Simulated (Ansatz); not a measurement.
## C: relaxed-ion elastic tensor

Level of theory: DFT PBE, scalar-relativistic, plane waves, PAW in Ansatz. Plane waves to 420 eV; Γ-centred k mesh 24×24×12; Fermi-Dirac smearing of 0.15 eV. No spin polarisation.

Equilibrium structure at this level:
```xyz
2
Lattice="2.4665 0.0000 0.0000 -1.2332 2.1361 0.0000 0.0000 0.0000 4.5224" Properties=species:S:1:pos:R:3 pbc="T T T"
C     0.0000    1.4240    2.2612
C     1.2332    0.7120    2.2612
```

It was reached by relaxing an invented guess, and it needn't be the stable form of this composition. In a metal, frequencies and elastic constants depend on the k mesh and the smearing, soft modes and shear constants most. No dispersion correction is applied, so modes and constants that involve weak contacts between layers, chains or molecules come out too soft.

Question: Give the relaxed-ion elastic constants (GPa, Voigt order xx yy zz yz xz xy, on the Cartesian axes of the cell above).

Answer:
C11 = 777.9, C12 = 140.1, C13 = -0.3, C22 = 777.9, C23 = -0.3, C33 = 1.5, C44 = -0.2, C55 = -0.2, C66 = 318.9 GPa; the others vanish.

Question: Is the crystal stable against homogeneous strain?

Answer: Too close to call: the least eigenvalue is -0.2 GPa, within what the k mesh leaves open in a metal.
